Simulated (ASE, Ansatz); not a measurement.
# Localised basis functions on Sc2BC2(110) slab (80 atoms)

Wanted: errors and times of a linear-scaling basis for Sc2BC2(110) slab (80 atoms). A setting counts as converged where the r.m.s. difference of forces stays under 1 % of the r.m.s. force.

Program: Ansatz 0.2.0. Level of theory: Kohn-Sham DFT, PBE, PAW (set soft_2), plane waves. Results are calculated unless marked as measured.

## Step 1: The starting structure

The cell holds 80 atoms: 32 Sc, 16 B and 32 C. Cell: a = 9.407 Å, b = 10.674 Å, c = 19.055 Å, α = 90.0°, β = 90.0°, γ = 90.0°. It derives from Sc2BC2 (I4/mmm, COD entry). I4/mmm (COD entry) Sc2BC2 (cell 3.326, 3.326, 10.67, 90, 90, 90), (110) slab of 4 repeat layers, 2 x 1 surface cells, 12 Å of vacuum; atoms within 2.82 Å of the bottom held; every coordinate displaced by a Gaussian of 0.05 Å. Vacuum lies along c.

What the set-up can't give: Beside vacuum, support functions can miss their usual error bounds without a warning.

## Step 2: Plane-wave single point

This run is the reference for what follows, at a cutoff of 420 eV.

input.yaml reads:

```yaml
crystal:
  lattice:
    - [9.40707, 0.0, 0.0]
    - [0.0, 10.6741, 0.0]
    - [0.0, 0.0, 19.0553]
  atoms:
    - { symbol: Sc, position: [0.00681, 0.65406, 0.31492] }
    - { symbol: Sc, position: [0.99893, 0.35723, 0.31839] }
    - { symbol: Sc, position: [0.25687, 0.15482, 0.31625] }
    - { symbol: Sc, position: [0.24642, 0.84734, 0.31401] }
    - { symbol: B, position: [0.00254, 0.99031, 0.31546] }
    - { symbol: B, position: [0.2548, 0.49357, 0.32024] }
    - { symbol: C, position: [0.99607, 0.86288, 0.31889] }
    - { symbol: C, position: [0.99537, 0.13385, 0.31034] }
    - { symbol: C, position: [0.25276, 0.36251, 0.31407] }
    - { symbol: C, position: [0.25344, 0.63933, 0.31592] }
    - { symbol: Sc, position: [0.24921, 0.64774, 0.43951] }
    - { symbol: Sc, position: [0.24531, 0.33958, 0.43883] }
    - { symbol: Sc, position: [0.9972, 0.15493, 0.434] }
    - { symbol: Sc, position: [0.99316, 0.84534, 0.43917] }
    - { symbol: B, position: [0.26198, 0.00198, 0.44263] }
    - { symbol: B, position: [0.99244, 0.49876, 0.43634] }
    - { symbol: C, position: [0.25241, 0.85703, 0.43902] }
    - { symbol: C, position: [0.24429, 0.13764, 0.43314] }
    - { symbol: C, position: [0.00205, 0.35974, 0.43645] }
    - { symbol: C, position: [0.99754, 0.63733, 0.43823] }
    - { symbol: Sc, position: [0.99866, 0.65766, 0.55952] }
    - { symbol: Sc, position: [0.00472, 0.34873, 0.56542] }
    - { symbol: Sc, position: [0.24658, 0.15325, 0.56102] }
    - { symbol: Sc, position: [0.24448, 0.84877, 0.56226] }
    - { symbol: B, position: [0.99984, 0.99615, 0.5654] }
    - { symbol: B, position: [0.25007, 0.49817, 0.56151] }
    - { symbol: C, position: [0.99807, 0.85829, 0.5644] }
    - { symbol: C, position: [0.00142, 0.14293, 0.56436] }
    - { symbol: C, position: [0.25375, 0.36077, 0.56779] }
    - { symbol: C, position: [0.24821, 0.64002, 0.56675] }
    - { symbol: Sc, position: [0.24075, 0.64647, 0.68521] }
    - { symbol: Sc, position: [0.2462, 0.34703, 0.6849] }
    - { symbol: Sc, position: [0.49815, 0.15239, 0.68428] }
    - { symbol: Sc, position: [0.50204, 0.84924, 0.68425] }
    - { symbol: B, position: [0.24614, 0.00935, 0.68964] }
    - { symbol: B, position: [0.50018, 0.49368, 0.68708] }
    - { symbol: C, position: [0.25241, 0.86431, 0.68903] }
    - { symbol: C, position: [0.24632, 0.13865, 0.68316] }
    - { symbol: C, position: [0.50532, 0.35842, 0.68759] }
    - { symbol: C, position: [0.50374, 0.64462, 0.68525] }
    - { symbol: Sc, position: [0.50828, 0.65075, 0.31562] }
    - { symbol: Sc, position: [0.50363, 0.34169, 0.31244] }
    - { symbol: Sc, position: [0.7514, 0.14708, 0.31458] }
    - { symbol: Sc, position: [0.74924, 0.85185, 0.31649] }
    - { symbol: B, position: [0.50024, 0.99998, 0.31228] }
    - { symbol: B, position: [0.75455, 0.49944, 0.31007] }
    - { symbol: C, position: [0.49959, 0.86213, 0.31506] }
    - { symbol: C, position: [0.49973, 0.1371, 0.31479] }
    - { symbol: C, position: [0.75649, 0.36738, 0.31537] }
    - { symbol: C, position: [0.74453, 0.63992, 0.31347] }
    - { symbol: Sc, position: [0.75487, 0.65264, 0.43466] }
    - { symbol: Sc, position: [0.74581, 0.35619, 0.43927] }
    - { symbol: Sc, position: [0.50237, 0.1546, 0.43948] }
    - { symbol: Sc, position: [0.49435, 0.85154, 0.4393] }
    - { symbol: B, position: [0.75049, 0.00223, 0.4396] }
    - { symbol: B, position: [0.49478, 0.50486, 0.44091] }
    - { symbol: C, position: [0.75123, 0.85579, 0.44075] }
    - { symbol: C, position: [0.74428, 0.13361, 0.4386] }
    - { symbol: C, position: [0.50006, 0.35543, 0.43727] }
    - { symbol: C, position: [0.50257, 0.63218, 0.43671] }
    - { symbol: Sc, position: [0.49875, 0.65042, 0.56332] }
    - { symbol: Sc, position: [0.51035, 0.35891, 0.56522] }
    - { symbol: Sc, position: [0.75885, 0.14678, 0.56007] }
    - { symbol: Sc, position: [0.75041, 0.84658, 0.56485] }
    - { symbol: B, position: [0.49656, 0.99773, 0.56433] }
    - { symbol: B, position: [0.74624, 0.49435, 0.56135] }
    - { symbol: C, position: [0.49453, 0.86179, 0.55832] }
    - { symbol: C, position: [0.50035, 0.13725, 0.56291] }
    - { symbol: C, position: [0.74703, 0.35974, 0.56146] }
    - { symbol: C, position: [0.75212, 0.6428, 0.56116] }
    - { symbol: Sc, position: [0.75416, 0.6492, 0.68351] }
    - { symbol: Sc, position: [0.74676, 0.35498, 0.68358] }
    - { symbol: Sc, position: [0.00339, 0.16052, 0.68424] }
    - { symbol: Sc, position: [0.99634, 0.85212, 0.68396] }
    - { symbol: B, position: [0.74373, 0.99763, 0.68625] }
    - { symbol: B, position: [0.99299, 0.49809, 0.68565] }
    - { symbol: C, position: [0.75072, 0.86463, 0.68555] }
    - { symbol: C, position: [0.75256, 0.14052, 0.68453] }
    - { symbol: C, position: [0.01754, 0.35964, 0.67916] }
    - { symbol: C, position: [0.99979, 0.63381, 0.68461] }
kpoints:
  mp_grid: { grid: [2, 1, 1] }
hamiltonian:
  xc: pbe
scf:
  occupations: { method: gaussian, width: 0.05 }
output:
  forces: true
  populations: true
  dos:
    method: { smearing: { sigma: 0.1 } }
    de: 0.1
    projected: { site_lists: { B: [B], C: [C], Sc: [Sc] } }
  eigenvalues: true
  write_density: true
  write_potential: true
  volumetric_format: npy
```

The run is started by

```sh
$ ansatz run input.yaml --threads 4 --pin off --max-ram 8192MiB --backend cpu --events-out ev --progress --plain --runs-dir out
```

Numbers of over 12 decimals in the logs are rounded to 6 here.

Log:

```text
Engine: ansatz 0.2.0, aarch64-unknown-linux-gnu
Pseudopotentials: kind: paw
Pseudopotential: Sc, paw, valence charge 11, recommended cutoff 420 eV (normal), Sc.paw.azcp
Pseudopotential: B, paw, valence charge 3, recommended cutoff 420 eV (normal), B.paw.azcp
Pseudopotential: C, paw, valence charge 4, recommended cutoff 420 eV (normal), C.paw.azcp
[... 5 lines on functional and potentials left out ...]
Crystal: 80 atoms, lattice volume = 1913.381 Å³
Basis set: ecut = 420 eV, 37395 PW (Γ), exchange–correlation on 128×144×256 points (8 copies of the dense FFT grid, shifted against one another)
Bands: 344, of which v1, the nominal top of the filled ones, is band 264 counted from 1 (263 counted from 0)
Symmetry: 1 space group operations
Space group: P1 (ITA 1), of the structure as read, at distance tolerance 1.2e-4 Å
k-points: 2
[... 7 lines on functional and potentials left out ...]
Initial density: superposition of atomic densities (neutral atoms: chi_scale 0, normalization atom), corrected by the library's trained network
Initial wavefunctions: pseudopotential atomic-orbital guess
Functional: x = pbe(κ = 0.804, μ = 0.219515), c = pbe(β = 0.066725)
SCF iter   1: F=—  HF=-78898.559440 eV  |F-HF|=—  |Δ(HF+E_count)|=         —  Δρ=5.01e-3  dr2=1.41e0  ethr=1.77e-3  ⟨swp⟩=6.5  Hψ=2772  notcnv=0  defer=88
preconditioner: auto → LDOS  [metal: Δε(μ)=0.003 eV  Ē_g=7.022 eV  σ=0.050 eV  W_gap=0.03  n_scr=340 (ndim 8)  ℏωp=14.0 eV  f_vac=0.442  D(μ)=41.74/eV (n_scr^D=250)  β→1.0]
SCF iter   2: F=—  HF=-78898.517437 eV  |F-HF|=—  |Δ(HF+E_count)|=   4.20e-2  Δρ=2.26e-3  dr2=1.25e-1  ethr=2.67e-4  ⟨swp⟩=2.0  Hψ=1003  notcnv=0  defer=137
SCF iter   3: F=—  HF=-78898.532274 eV  |F-HF|=—  |Δ(HF+E_count)|=   1.48e-2  Δρ=1.41e-3  dr2=8.08e-2  ethr=2.37e-5  ⟨swp⟩=2.0  Hψ=840  notcnv=0  defer=137
SCF iter   4: F=—  HF=-78898.525070 eV  |F-HF|=—  |Δ(HF+E_count)|=   7.20e-3  Δρ=4.11e-4  dr2=8.49e-3  ethr=1.53e-5  ⟨swp⟩=2.0  Hψ=807  notcnv=0  defer=137
SCF iter   5: F=—  HF=-78898.525544 eV  |F-HF|=—  |Δ(HF+E_count)|=   4.74e-4  Δρ=1.90e-4  dr2=1.55e-3  ethr=1.61e-6  ⟨swp⟩=2.0  Hψ=805  notcnv=0  defer=137
SCF iter   6: F=—  HF=-78898.525568 eV  |F-HF|=—  |Δ(HF+E_count)|=   2.35e-5  Δρ=9.26e-5  dr2=4.21e-4  ethr=2.93e-7  ⟨swp⟩=2.0  Hψ=815  notcnv=0  defer=137
SCF iter   7: F=—  HF=-78898.525595 eV  |F-HF|=—  |Δ(HF+E_count)|=   2.72e-5  Δρ=4.99e-5  dr2=1.33e-4  ethr=7.97e-8  ⟨swp⟩=2.0  Hψ=791  notcnv=0  defer=137
SCF iter   8: F=—  HF=-78898.525620 eV  |F-HF|=—  |Δ(HF+E_count)|=   2.48e-5  Δρ=2.62e-5  dr2=3.91e-5  ethr=2.51e-8  ⟨swp⟩=2.0  Hψ=770  notcnv=0  defer=137
SCF iter   9: F=—  HF=-78898.526442 eV  |F-HF|=—  |Δ(HF+E_count)|=   8.23e-4  Δρ=1.43e-5  dr2=9.18e-6  ethr=7.40e-9  ⟨swp⟩=3.0  Hψ=1189  notcnv=0  defer=137
SCF iter  10: F=—  HF=-78898.526443 eV  |F-HF|=—  |Δ(HF+E_count)|=   2.27e-7  Δρ=6.39e-6  dr2=1.90e-6  ethr=1.74e-9  ⟨swp⟩=2.0  Hψ=802  notcnv=0  defer=137
SCF iter  11: F=—  HF=-78898.526443 eV  |F-HF|=—  |Δ(HF+E_count)|=   3.00e-8  Δρ=3.36e-6  dr2=5.02e-7  ethr=3.60e-10  ⟨swp⟩=2.0  Hψ=817  notcnv=0  defer=137
SCF iter  12: F=—  HF=-78898.526443 eV  |F-HF|=—  |Δ(HF+E_count)|=   2.24e-8  Δρ=1.82e-6  dr2=1.52e-7  ethr=9.51e-11  ⟨swp⟩=2.0  Hψ=773  notcnv=0  defer=137
SCF iter  13: F=-78898.526443 eV  HF=-78898.526443 eV  |F-HF|=2.39e-8  |Δ(HF+E_count)|=   1.26e-8  Δρ=9.70e-7  dr2=3.72e-8  ethr=1.89e-11  ⟨swp⟩=31.0  Hψ=6528  notcnv=0
SCF 1 converged in 13 iterations: F = -78898.526443 eV  dr2 = 3.72e-8
  greatest PAW one-centre occupation: 0.998 electrons in one spin orbital (limit 2), on the Sc atom at site 20 (counted from 0), in its partial waves of l = 0
WARN: The output density's exchange-correlation potential varies sharply where the density is thin. Do not read a vacuum level from v_tot or v_xc, or from such a field of the output density. On a cell that repeats whose density bears no net charge and no dipole along the vacuum's axis use v_es (v_loc + v_h of the components); [...]
SCF converged after 13 iterations
Free energy (F): -78898.526443 eV
Harris-Foulkes:  -78898.526443 eV  (|F-HF|=2.39e-8)
Internal energy: -78898.470795 eV  (E = F + TS)
E sigma→0 (E₀):  -78898.498619 eV
Entropy (-TS):   -0.055648 eV (-0.696 meV/atom)
Fermi energy:    4.034740 eV
--- Per-component energies (eV) ---
  E_band       = -7635.255899
  E_kinetic    = 11988.282907
  E_local      = -240698.865086  (includes V_loc(G=0)·N_el)
  E_nonlocal   = 3660.732216
  E_hartree    = 114017.374864
  E_xc         = -5416.356999
  E_vxc        = -6682.342072  (∫ρ·V_xc dr)
  E_paw        = -34986.120209  (= ΣΔE_a)
  E_vpaw       = -3937.819875  (= ΣTr[D̂ρ^β])
  E_aug_tail   = 0.000495  (compensation charges beyond the density's cutoff)
  E_ewald      = 72536.481018
  E_smearing   = -0.055648  (= −TS)
  E_closure    = -0.000000  (closes the sum)
  Σ components = -78898.526443   (vs F -78898.526443, Δ=0.00e0)
--- Forces (eV/Å), atoms counted from 1 ---
  atom   1  Sc    -0.55166289     0.51418351     0.71409005
  atom   2  Sc     0.27709277    -1.62237584     0.02254170
  atom   3  Sc    -0.80164239     0.26572091     0.04790145
  atom   4  Sc     0.50793239    -0.91340717     1.19608675
  atom   5  B     -0.31693353     5.43499777    -0.77195031
  atom   6  B     -0.08374940     3.68742401    -1.04099517
  atom   7  C      0.32372054    -4.41411250    -0.29032017
  atom   8  C      0.41442692    -0.26919164     0.35782136
  atom   9  C      0.01878477    -2.37195957     0.09172834
  atom  10  C     -0.10957296    -1.02194148     0.02317740
  atom  11  Sc     0.02489346     0.45920554     0.03970203
  atom  12  Sc     0.79436395     0.99675587     0.22098095
  atom  13  Sc     0.03386032    -0.40135849     0.56664746
  atom  14  Sc     0.81099434     0.15721499     0.17142686
[...]
atom  79  C     -1.79280123     0.71466695     1.37203741
  atom  80  C     -0.23267190     1.34184234     0.29273948
  max |Σ_I F_I| component: 8.20e-5 eV/Å
--- Band table (eV) ---
  k-point 0: bands = ["-45.4032", "-45.3685", "-45.3562", "-45.3181", [... 328 levels ...], "7.2102", "7.2227", "7.2625", "7.2776", "7.2900", "7.2992", "7.3289", "7.3588", "7.3735", "7.4057", "7.4163", "7.4389"]
  k-point 1: bands = ["-45.4032", "-45.3685", "-45.3562", "-45.3182", [... 328 levels ...], "7.1594", "7.1675", "7.1873", "7.2156", "7.2282", "7.2676", "7.2868", "7.3086", "7.3232", "7.3332", "7.3630", "7.4087"]
--- Löwdin populations: 80 sites ---
  site symbol       q [e]
     0     Sc     10.0323
     1     Sc     10.0274
     2     Sc     10.0335
[...]
79      C      4.7597
  spilling = 0.003584 (of n_electrons = 528.000000)
```

Elapsed: 88 s, on 4 threads of Arm Neoverse V2, shared host; peak memory 6.6 GiB.

In the SCF lines HF is the Harris–Foulkes energy and dr2 the Hartree energy of the density residual, in eV; the loop may stop once dr2 is under the threshold and the program's other checks hold. Hψ counts applications of the Hamiltonian.

The program notes that the exchange-correlation potential is rough where the density is thin.

The run gave:

| Quantity | Value |
| --- | --- |
| free energy | -78898.5264 eV |
| free energy per atom | -986.2316 eV/atom |
| SCF cycles | 13 |
| r.m.s. force component | 1.179 eV/Å |
| longest force | 5.882 eV/Å |
| Fermi energy | 4.035 eV |
| levels partly filled by over 2 per cent | 6 |
| potential in mid-vacuum, over the Fermi level | 3.126 eV |
| potential 4.5 Å over the upper face | 3.139 eV |
| potential 4.5 Å under the lower face | 3.111 eV |
| spilling of the projection | 0.003584 |

The r.m.s. force component of 1.2 eV/Å sets the scale for the differences below.

## Step 3: Support functions medium

The cell is solved in localised support functions. The level medium gives here a grid of 48×48×90 points and a radius of 3.72 Å.

This step: Kohn-Sham DFT, PBE, PAW (set soft_2), localised support functions (medium) (Ansatz 0.2.0).

input.yaml, the sections that differ from step 2:

```yaml
scf:
  occupations: { method: gaussian, width: 0.05 }
  eigensolver: { kind: { support_functions: { accuracy: medium } } }
  mixing: { beta: 0.4 }
  max_iter: 150
output:
  forces: true
# crystal, kpoints, hamiltonian: as in step 2
```

Log:

```text
Warning: scf.eigensolver.kind.support_functions: disabling space-group detection — the functions' gradient is summed over unrotated k-points, so no spatial operation reduces the k-mesh or symmetrises the density; time reversal is kept, so that k and −k are solved as one point where they differ and the mesh holds both, and exact exchange and, on two spinor components, a DFT+U term hold to it where the run has them: [...]
settings of this run that can trade accuracy for cost: scf.eigensolver.kind.support_functions [...]
[...]
Crystal: 80 atoms, lattice volume = 1913.381 Å³
Basis set: ecut = 420 eV, 37395 PW (Γ), exchange–correlation on 128×144×256 points (8 copies of the dense FFT grid, shifted against one another)
Bands: 317, of which v1, the nominal top of the filled ones, is band 264 counted from 1 (263 counted from 0)
Symmetry: 1 space group operations
k-points: 2
[...]
Eigensolver: Support functions (medium, 48×48×90 points, laid for a spacing of at most 0.228497 Å, radius 3.715761 Å, 46 sites without an atom, 2 species' potentials softened for the grid, 2 wholly corrected for its errors in the mean over positions, 3 with the egg-box correction, energy correction by stochastic trace)
[...]
SCF iter   1: F=—  HF=-78985.425446 eV  |F-HF|=—  |Δ(HF+E_count)|=         —  Δρ=1.05e-1  dr2=4.04e2  ethr=1.00e-1
[...]
SCF iter  16: F=—  HF=-78898.673245 eV  |F-HF|=—  |Δ(HF+E_count)|=   3.21e-4  Δρ=1.20e-5  dr2=3.16e-6  ethr=6.37e-9  κ⁻¹=1.1e-5(r=7)
SCF iter  17: F=-78898.673512 eV  HF=-78898.673511 eV  |F-HF|=7.41e-7  |Δ(HF+E_count)|=   2.66e-4  Δρ=6.96e-6  dr2=1.12e-6  ethr=5.98e-10
SCF 1 converged in 17 iterations: F = -78898.678859 eV  dr2 = 1.12e-6
[...]
SCF converged after 17 iterations
Stability not checked: this state was not tested for a lower state beside it, because the mixer in use, unlike msr1, does not test its closes by its own steps (another_mixer; see scf.mixing.algorithm and scf.lower_state_search)
Free energy (F): -78898.678859 eV
[...]
Internal energy: -78898.623315 eV  (E = F + TS)
E sigma→0 (E₀):  -78898.651087 eV
Entropy (-TS):   -0.055544 eV (-0.694 meV/atom)
Fermi energy:    4.034838 eV
[...]
Σ components = -78898.678859   (vs F -78898.678859, Δ=0.00e0)
--- Forces (eV/Å), atoms counted from 1 ---
  atom   1  Sc    -0.55157515     0.51513575     0.71497322
  atom   2  Sc     0.27676180    -1.62100262     0.02317931
  atom   3  Sc    -0.80126995     0.26672954     0.04909201
  atom   4  Sc     0.50786419    -0.91405271     1.19695573
[...]
atom  80  C     -0.23243992     1.34179322     0.29270593
  max |Σ_I F_I| component: 1.22e-2 eV/Å
--- Band table (eV) ---
[...]
guard bands above this table: 46 of the run's 317 bands (output.publish_guard_bands: true publishes all)
[...]
```

It took 2.9 min on 4 threads; peak memory 3.6 GiB.

The program notes that the band table was not solved further than the SCF left it and it switched symmetry off.

Keys that differ from the reference: support_functions.accuracy = "medium", scf.max_iter = 150 and scf.mixing.beta = 0.4.

Forces differ from the reference by 0.81 meV/Å r.m.s., 0.068 % of their size, well within a tolerance of 1 %; the energy by -1.9 meV/atom. It took 2.9 min and 17 cycles; the reference's time can't be set against it, since the two runs asked for unlike analyses.

## Step 4: Support functions low

The level low is asked for. Here it resolves to the same grid and radius as in the run with support functions medium, so the basis is not new.

This step: Kohn-Sham DFT, PBE, PAW (set soft_2), localised support functions (low) (Ansatz 0.2.0).

input.yaml, the sections that differ from step 3:

```yaml
scf:
  occupations: { method: gaussian, width: 0.05 }
  eigensolver: { kind: { support_functions: { accuracy: low } } }
  mixing: { beta: 0.4 }
  max_iter: 150
# crystal, kpoints, hamiltonian, output: as in step 3
```

Log:

```text
[...]
Crystal: 80 atoms, lattice volume = 1913.381 Å³
Basis set: ecut = 420 eV, 37395 PW (Γ), exchange–correlation on 128×144×256 points (8 copies of the dense FFT grid, shifted against one another)
Bands: 317, of which v1, the nominal top of the filled ones, is band 264 counted from 1 (263 counted from 0)
Symmetry: 1 space group operations
k-points: 2
[...]
Eigensolver: Support functions (low, 48×48×90 points, laid for a spacing of at most 0.228497 Å, radius 3.715761 Å, 46 sites without an atom, 2 species' potentials softened for the grid, 2 wholly corrected for its errors in the mean over positions, 3 with the egg-box correction, energy correction by stochastic trace)
[...]
SCF iter   1: F=—  HF=-78985.423620 eV  |F-HF|=—  |Δ(HF+E_count)|=         —  Δρ=1.05e-1  dr2=4.04e2  ethr=1.00e-1
[...]
SCF iter  15: F=—  HF=-78898.672450 eV  |F-HF|=—  |Δ(HF+E_count)|=   4.18e-4  Δρ=3.47e-5  dr2=3.37e-5  ethr=1.74e-8  κ⁻¹=2.5e-5(r=7)
SCF iter  16: F=-78898.672794 eV  HF=-78898.672793 eV  |F-HF|=1.31e-6  |Δ(HF+E_count)|=   3.43e-4  Δρ=1.21e-5  dr2=3.17e-6  ethr=6.39e-9
SCF 1 converged in 16 iterations: F = -78898.678843 eV  dr2 = 3.17e-6
[...]
SCF converged after 16 iterations
[...]
Free energy (F): -78898.678843 eV
[...]
Internal energy: -78898.623302 eV  (E = F + TS)
E sigma→0 (E₀):  -78898.651073 eV
Entropy (-TS):   -0.055541 eV (-0.694 meV/atom)
Fermi energy:    4.034927 eV
[...]
Σ components = -78898.678843   (vs F -78898.678843, Δ=0.00e0)
--- Forces (eV/Å), atoms counted from 1 ---
  atom   1  Sc    -0.55159686     0.51520703     0.71493241
  atom   2  Sc     0.27676149    -1.62100877     0.02314931
  atom   3  Sc    -0.80120258     0.26675337     0.04914544
  atom   4  Sc     0.50782054    -0.91399400     1.19697914
[...]
atom  80  C     -0.23239169     1.34163463     0.29287360
  max |Σ_I F_I| component: 1.25e-2 eV/Å
--- Band table (eV) ---
[...]
```

Elapsed: 2.6 min, on 4 threads; peak memory 3.5 GiB; 10 min of CPU time.

Keys that differ from the reference: support_functions.accuracy = "low", scf.max_iter = 150 and scf.mixing.beta = 0.4.

Forces differ from the reference by 0.88 meV/Å r.m.s., 0.074 % of their size, well within a tolerance of 1 %; the energy by -1.9 meV/atom. It took 2.6 min and 16 cycles; the reference's time can't be set against it, since the two runs asked for unlike analyses.

(Continued in part 2 of 3.)

[Logs are printed without paths, hosts, clocks, repeated set-up lines and the standing remarks that a program may print on its own settings, such as how far it seeks lower states.]

[Hosts, paths, dates, database ids (printed as entryN), source tags and the programs' standing remarks are cut or masked in the printed files.]
